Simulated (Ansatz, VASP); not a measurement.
One calculation of Be, two programs

POSCAR

```
Be
1.0
    2.1998379602      0.0000000000      0.0000000000
    0.0000000000      2.1998379602      0.0000000000
    0.0000000000      0.0000000000      2.1998379602
Be
1
Direct
    0.0000000000      0.0000000000      0.0000000000
```

Contents of INCAR.step1:

```
ALGO     = Normal         # electronic algorithm
EDIFF    = 1E-4           # SCF threshold, eV
ENCUT    = 520            # plane-wave cutoff, eV
GGA      = PE             # functional
ISMEAR   = -1             # smearing method
LASPH    = T              # aspherical terms in the spheres
LCHARG   = F              # write CHGCAR
LREAL    = F              # projectors in reciprocal space
LWAVE    = T              # write WAVECAR
NBANDS   = 7              # bands
NELM     = 100            # most SCF steps
PREC     = Accurate       # precision mode
SIGMA    = 0.1            # smearing width, eV
```

File INCAR.step2:

```
ALGO     = Normal         # electronic algorithm
EDIFF    = 1E-7           # SCF threshold, eV
ENCUT    = 520            # plane-wave cutoff, eV
ISIF     = 2              # what is computed and relaxed
ISMEAR   = -1             # smearing method
ISTART   = 1            
LASPH    = T              # aspherical terms in the spheres
LCHARG   = F              # write CHGCAR
LMIXTAU  = T            
LREAL    = F              # projectors in reciprocal space
LWAVE    = F              # write WAVECAR
METAGGA  = R2SCAN         # meta-GGA
NBANDS   = 7              # bands
NELM     = 100            # most SCF steps
PREC     = Accurate       # precision mode
SIGMA    = 0.1            # smearing width, eV
```

KPOINTS

```
k-points
0
Gamma
  16 16 16
```

Input for Ansatz:

```yaml
crystal:
  lattice:
    - [2.1998379602, 0.0, 0.0]
    - [0.0, 2.1998379602, 0.0]
    - [0.0, 0.0, 2.1998379602]
  atoms:
    - { symbol: Be, position: [0.0, 0.0, 0.0] }
hamiltonian:
  xc: r2scan
  pseudopotentials:
    kind: paw
    azcp:
      Be: "pseudopotentials/Be.paw.azcp"
basis:
  ecutwfc: 500
  fft_grid_basis: typed
kpoints:
  mp_grid: { grid: [16, 16, 16], shift: [0, 0, 0] }
magnetization:
  spin_polarized: false
scf:
  occupations: { method: fermi_dirac, width: 0.1 }
  lower_state_search: "off"
output:
  stress: true
```

Alike in both runs: task single point; functional r2SCAN; k mesh 16 × 16 × 16; occupations fermi-dirac, width 0.1 eV; no spin polarisation.

```csv
,VASP,Ansatz
version,VASP 6.6.1,Ansatz 0.2.0
potentials or method,"VASP PAW PBE potentials, release 64 (Be)","plane waves (500 eV) with PAW, scalar-relativistic"
plane-wave cutoff (eV),520,500
valence electrons in the cell,2,2
```

|  | VASP | Ansatz | Ansatz less VASP |
| --- | --- | --- | --- |
| pressure (GPa) | -2.7 | -2.7 | -0.01 |

The functional is the same, so the differences come from potentials, cutoffs and numerics.

Caveats: the PAW data sets were made with another functional, which shifts forces and pressure a little (VASP).
